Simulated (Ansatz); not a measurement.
Here is an unrelaxed guess for CrO2.

```
Cr O
1.0
     2.89050    0.00000    0.00000
    -1.44525    2.50325    0.00000
     0.00000    0.00000    4.61725
Cr O
1 2
Direct
  0.00000 0.00000 0.00000
  0.33333 0.66667 0.74214
  0.66667 0.33333 0.25786
```

Level of theory: DFT PBE+D3(BJ), scalar-relativistic, plane waves, PAW (Ansatz 0.2.0). Settings: cutoff 420 eV, Γ-centred mesh 6×6×4 on the computed 3-atom cell, Gaussian smearing of 0.10 eV; collinear spin from starting moments 3.0 0.0 0.0 μB.

Formation energies are uncorrected and refer to the elements' standard structures at the same level (O₂ as a molecule).

Question: How far from equilibrium is it?

Answer: The pressure is -26.5 GPa (the mean over three directions, positive in compression), the largest force is 3.67 eV/Å, and the energy is −1.41 eV/atom against the elements. The shortest distance is 2.05 Å.

Question: How much does it gain on relaxing, and where does it end?

Answer: Relaxing gains about 0.32 eV/atom (the start's value is from the coarse mesh, so the gain is rough) in 10 ionic steps and ends at −1.73 eV/atom on the finer mesh. The symmetry stays P-3m1 (No. 164). The end has the cadmium iodide type. The volume per atom shrinks by 2.9 %, from 11.1 to 10.8 Å³. The shortest distance goes from 2.05 Å (Cr–O) to 1.92 Å (Cr–O). Conventional cell: a = 2.881 Å, c = 4.513 Å. Cr has 6 O at 1.92 Å; around O lie 3 Cr at 1.92 Å.

The last run used collinear spin, an 18×18×10 mesh (in the run's order of axes) for its 3-atom cell and Gaussian smearing of 0.10 eV. No Hubbard U is applied to the open shell of Cr. The magnetic state reached may not be the lowest. The relaxation can't lower the symmetry of the start. Symmetry constrained the relaxation, so the result can be a saddle point.
